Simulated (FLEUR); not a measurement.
# Hf: equation of state with PBE

Crystal: Hf.

```
Hf
1.0
    -1.80500    1.80500    1.80500
     1.80500   -1.80500    1.80500
     1.80500    1.80500   -1.80500
Hf
1
Direct
  0.00000 0.00000 0.00000
```

This isn't the form of Hf at room conditions, which is hcp.

```
Program             : FLEUR MaX-R8.1 (later development tree)
Task                : equation of state
Functional          : PBE
Potentials or basis : all-electron
Basis               : FLAPW
Kmax                : 3.8 1/bohr
k mesh              : 10 × 10 × 10
Occupations         : fermi-dirac, width 0.05 eV
Spin                : no spin polarisation
```

* Equilibrium volume: 22.32 Å³/atom
* Bulk modulus: 104 GPa
* Pressure derivative of the bulk modulus: 3.9 (rough: it moves with the points fitted)

Energy against volume, from the lowest point:
```
volume (Å³/atom)  energy (meV/atom)
          22.112               0.00
          22.582               0.24
          23.052               6.70
          23.523              18.55
          23.993              35.40
          24.464              56.57
          24.934              81.96
```

The run has no spin-orbit coupling, so splittings on Hf are missing.
